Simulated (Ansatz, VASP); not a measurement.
## One calculation of SiC, two programs

```
CELL_PARAMETERS angstrom
0.00000 2.17400 2.17400
2.17400 0.00000 2.17400
2.17400 2.17400 0.00000
ATOMIC_POSITIONS crystal
Si 0.00000 0.00000 0.00000
C 0.71550 0.71550 0.78450
```

Change from the starting cell: all C atoms moved -0.150 Å, as atom 2 along Cartesian [0 0 1].

Alike in both runs: task single point; functional r2SCAN; k mesh 12 × 12 × 12; occupations gaussian, width 0.05 eV; no spin polarisation.

|  | VASP | Ansatz |
| --- | --- | --- |
| version | VASP 6.6.1 | Ansatz 0.2.0 |
| potentials or method | VASP PAW PBE potentials, release 64 (Si, C) | scalar-relativistic, plane waves, PAW |
| plane-wave cutoff (eV) | 520 | 500 |
| valence electrons in the cell | 8 | 8 |

|  | VASP | Ansatz | Ansatz less VASP |
| --- | --- | --- | --- |
| gap on the k mesh at the Fermi level (eV) | 0.99 | 0.98 | -0.009 |
| least direct gap on the mesh (eV) | 4.69 | 4.68 | -0.014 |
| pressure (GPa) | 3.8 | 4.1 | +0.23 |
| largest component of the traceless stress (GPa) | 9.44 | 9.53 | +0.090 |
| rms of the force components (eV/Å) | 1.677 | 1.682 | +0.0043 |

Atom by atom the forces differ by 0.004 eV/Å (rms over components).

Caveats: the PAW data sets were made with another functional, which shifts forces and pressure a little (VASP). A k mesh can miss the band edges.
